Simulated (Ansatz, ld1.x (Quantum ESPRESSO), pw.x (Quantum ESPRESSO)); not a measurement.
## Equation-of-state test of one RRKJ potential (Be (Z = 4))

beryllium, norm-conserving RRKJ (Kleinman–Bylander form), made with ld1.x (Quantum ESPRESSO) 7.5 (PBE, scalar-relativistic). Core [He], reference 2s2 2p0. Waves: 2s (bound): rc 2.10 bohr; 3d channel at 0.2 Ry: rc 2.70 bohr; 2p (bound, empty): rc 3.35 bohr. Local part: the p channel. Core correction: none.

Atomic tests: cutoffs needed: 12 Ry and 18 Ry (the cutoffs (Ry, on a coarse ladder) from which the occupation-weighted sum of valence levels, in a spherical-Bessel basis at the reference potential, stays within 10 and 1 mRy of its value at 400 Ry); ghost test: no extra level below or beside the all-electron valence levels (s, d, p, f tested) (spherical-Bessel basis up to 400 Ry, 20 bohr box); largest excitation error: -97 meV (all-electron minus pseudo) for 2s0 2p1, out of 5 test configurations.

Crystal test: fcc Be in pw.x 7.5, no spin, 18³ k-points, Fermi–Dirac smearing 0.01 Ry, cutoffs 35/140 Ry. The reference is all-electron LAPW (Ansatz 0.2.0) with the same functional, mesh and smearing; V0 and B0 come from Birch–Murnaghan fits to the pressures at five volumes. Errors are pseudo minus all-electron; Δ is the rms difference of the E(V) curves that follow from these fits, minima aligned, over ±6 % about the mean V0. Mesh and smearing are coarse, so the numbers serve the comparison and aren't converged zero-temperature values; the lattice is a test structure that the element need not adopt.

All-electron: a0 = 3.160 Å (V0 = 7.89 Å³/atom), B0 = 119.0 GPa.

**Question.** How far does the potential miss the all-electron equation of state?

**Answer.** mean pressure error (GPa): -1.48; a0 (Å): 3.143; a0 error (%): -0.55; B0 error (%): -24.6; Δ (meV/atom): 3.4. The largest radius (3.35 bohr) exceeds half the bond length (2.11 bohr), so the spheres overlap, which is one possible source of error among others. This is a poor potential for the solid.

```csv
V (Å³/atom),P all-electron (GPa),P pseudo (GPa)
7.518,6.22,2.96
7.716,2.75,0.52
7.914,-0.36,-1.71
8.112,-3.15,-3.75
8.310,-5.65,-5.62
```

**Question.** At the middle volume, how do free energy and pressure move when the wave cutoff is lowered (ecutrho kept at four times it)?

**Answer.**

```tsv
cutoff (Ry)	shift of F (meV/atom)	shift of P (GPa)
16	+18.7	-1.17
21	+1.5	-0.17
28	+0.2	+0.02
```

The run at the middle volume (195 k-points, 5 iterations) took about 3.6 s on one core of a shared host (Intel(R) Xeon(R) Processor @ 2.60GHz, 24 threads, 32 GiB, load 10).
